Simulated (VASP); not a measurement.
# CoO under changes of volume

One of the cells (10.162 Å³/atom); the others are scaled copies at fixed shape and fractional positions:

```xyz
4
Lattice="3.1015 0.0000 0.0000 0.0000 4.2292 0.0000 -2.8968 0.0000 3.0990" Properties=species:S:1:pos:R:3 pbc="T T T"
Co   -0.7242    1.0656    0.7747
Co   -2.1726    3.1637    2.3242
O    -2.1726    1.0547    2.3242
O    -0.7242    3.1745    0.7747
```

The cell is a database's computed one.

```yaml
Program: VASP 6.6.1
Functional: PBE
Potentials_or_basis: VASP PAW PBE potentials, release 64 (Co, O)
Cutoff: 520 eV
k_mesh: 12 × 6 × 9
Occupations: fermi-dirac, width 0.05 eV
Spin: collinear spin, ferromagnetic start
Starting_moments: "[2.0, 2.0, 0.0, 0.0] μB"
```

| volume (Å³/atom) | energy over the lowest point (meV/atom) | pressure (GPa) | moment (μB per cell) | largest force (eV/Å) |
| --- | --- | --- | --- | --- |
| 9.365 | ? | ? | ? | ? |
| 9.565 | 0.00 | 0.6 | 5.67 | 0.043 |
| 9.764 | 0.94 | -2.7 | 5.76 | 0.037 |
| 10.162 | 15.00 | -8.8 | 5.84 | 0.024 |
| 10.362 | 27.49 | -11.4 | 5.87 | 0.018 |
| 10.561 | 43.08 | -13.7 | 5.90 | 0.015 |

What does the run at 9.365 Å³/atom give?

Energy over the lowest point 3.33 meV/atom; pressure 4.2 GPa; moment 5.53 μB per cell; largest force 0.049 eV/Å.

Worked out: A Birch-Murnaghan fit of order 3 (a polynomial in V^(-2/3)) to the other rows has its minimum at 9.62 Å³/atom with B0 = V·E''(V) = 174 GPa and B' = 3.5 at fixed shape and positions, which overstates the stiffness. It gives 3.69 meV/atom at 9.365 Å³/atom, against the run's 3.33, and -dE/dV = 4.9 GPa, against 4.2. A parabola through the other rows of the moment, of slope 0.436 μB per Å³/atom there, extrapolates to 5.60 μB, against the run's 5.53.

Energies are extrapolated to zero smearing.
